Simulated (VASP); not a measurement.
A run of VASP 6.6.1 is set up as follows.

The input INCAR:

```
SYSTEM = GaN
ALGO     = Fast           ! electronic algorithm
EDIFF    = 1E-6           ! SCF threshold, eV
ENCUT    = 520            ! plane-wave cutoff, eV
GGA      = PS             ! functional
ISIF     = 2              ! what is computed and relaxed
ISMEAR   = 0              ! smearing method
LASPH    = .TRUE.         ! aspherical terms in the spheres
LCHARG   = .FALSE.        ! write CHGCAR
LREAL    = .FALSE.        ! projectors in reciprocal space
LWAVE    = .FALSE.        ! write WAVECAR
NELM     = 60             ! most SCF steps
PREC     = Accurate       ! precision mode
SIGMA    = 0.02           ! smearing width, eV
```

KPOINTS

```
k-points
0
G
  22 22 22
  0 0 0
```

POSCAR

```
GaN
1.0
    0.0000000000      2.1108000000      2.1108000000
    2.1108000000      0.0000000000      2.1108000000
    2.1108000000      2.1108000000      0.0000000000
Ga N
1 1
Direct
    0.0000000000      0.0000000000      0.0000000000
    0.5000000000      0.5000000000      0.5000000000
```

Potentials or basis: VASP PAW PBE potentials, release 64 (Ga_d, N).

Command:

```bash
$ cat potpaw_PBE.64/Ga_d/POTCAR potpaw_PBE.64/N/POTCAR > POTCAR
$ mpirun -np 1 vasp_std > vasp.out
```

Question: Estimate the band gap on the k mesh.

Answer: 0.52 eV, indirect (least direct gap 2.80 eV).

Question: Predict the pressure.

Answer: 0.0 GPa.

Caveat: the PAW data sets were made with another functional, which shifts forces and pressure a little. A k mesh can miss the band edges.
